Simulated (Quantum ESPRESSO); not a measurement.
**Ag: relaxation of cell and atoms with revPBE+D4**

Crystal: Ag.

```
Ag
1.0
     0.00000    2.04275    2.04275
     2.04275    0.00000    2.04275
     2.04275    2.04275    0.00000
Ag
1
Direct
  0.00000 0.00000 0.00000
```

```json
{
  "Program": "Quantum ESPRESSO 7.5",
  "Task": "relaxation of cell and atoms",
  "Functional": "revPBE",
  "Dispersion": "D4",
  "Potentials or basis": "PseudoDojo 0.4.1 SR PBE standard",
  "Cutoff": "1116 eV",
  "Density cutoff": "4463 eV",
  "k mesh": "11 × 11 × 11",
  "Occupations": "fermi-dirac, width 0.05 eV",
  "Spin": "no spin polarisation",
  "ASE optimiser": "BFGS",
  "Dispersion computed by": "dftd4 4.3.1 through ASE",
  "Mixing beta": "0.5",
  "Most SCF iterations": "120",
  "SCF threshold": "2e-10 Ry"
}
```

| Item | Value |
| --- | --- |
| Relaxed volume | 16.81 Å³/atom |
| Relaxed cell | a = 2.876 Å, b = 2.876 Å, c = 2.876 Å, α = 60.00°, β = 60.00°, γ = 60.00° |
| Space group after relaxing (to 0.05 Å) | Fm-3m (No. 225) |
| Energy gained by relaxing | 0.8 meV/atom |
| Ionic steps | 3 |
| Pressure after relaxing | 0.0 GPa |
| Band gap on the k mesh | none (metal or under the smearing width) |
| Dispersion energy per atom | -0.976 eV |

The path:
```csv
step,energy change (eV),largest force (eV/Å),pressure (GPa),volume (Å³)
1,0.0000,0.0000,-1.46,17.05
2,-0.0007,0.0000,-0.77,16.94
3,-0.0008,0.0000,0.03,16.81
```

Final structure:
```xyz
1
Lattice="0.0000 2.0333 2.0333 2.0333 0.0000 2.0333 2.0333 2.0333 0.0000" Properties=species:S:1:pos:R:3 pbc="T T T"
Ag    0.0000    0.0000    0.0000
```

Levels at points of the mesh, in eV from the Fermi level:
```csv
k point,band 7,band 8,band 9,band 10,band 11,band 12,band 13,band 14
"(0.00, 0.00, 0.00)",-5.11,-5.11,-4.05,-4.05,15.98,19.63,19.63,19.63
```

Wall time 27 s on 1 thread of AMD EPYC 9B14 (Zen 4) (shared host), peak memory 0.09 GiB.

Caveat: the potentials were made for another functional, which shifts forces and pressure; pairwise dispersion overbinds metals, which lowers pressure and volume.
